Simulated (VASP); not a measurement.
Here is a VASP 6.6.1 calculation.

INCAR

```
  PREC = Accurate
  ENCUT = 520
  EDIFF = 1E-7
  ISMEAR = 0
  SIGMA = 0.1
  LREAL = False
  LASPH = True
  NELM = 150
  ALGO = Fast
  ISIF = 2
  LWAVE = False
  LCHARG = False
  ISPIN = 2
  MAGMOM = 4 4 4 4 4 4 0 0
  LORBIT = 11
  LMAXMIX = 4
  GGA = PE
  NBANDS = 59
```

The input KPOINTS:

```
regular mesh
0
Gamma
  6 6 4
```

POSCAR

```
Mn3O
1.0
    4.9391416790      0.0000000000      0.0000000000
   -2.4695708395      4.2774221669      0.0000000000
    0.0000000000      0.0000000000      4.0263130047
Mn O
6 2
Direct
    0.3410882343      0.1705441172      0.7500000000
    0.8294558828      0.1705441172      0.7500000000
    0.8294558828      0.6589117657      0.7500000000
    0.6589117657      0.8294558828      0.2500000000
    0.1705441172      0.8294558828      0.2500000000
    0.1705441172      0.3410882343      0.2500000000
    0.6666666667      0.3333333333      0.2500000000
    0.3333333333      0.6666666667      0.7500000000
```

Potentials or basis: VASP PAW PBE potentials, release 64 (Mn_pv, O).

Launch:

```console
$ cat potpaw_PBE.64/Mn_pv/POTCAR potpaw_PBE.64/O/POTCAR > POTCAR
$ mpirun -np 1 vasp_std > vasp.out
```

Predict the largest force.

0.882 eV/Å.

What does it give for the net moment?

9.93 μB per cell.

Stress tensor (GPa, compression positive):
```
  1.56   0.00   0.00
  0.00   1.56   0.00
  0.00   0.00 -10.07
```

Caveat: the k mesh is coarse (spacing up to 0.39 Å⁻¹), so the values aren't converged.
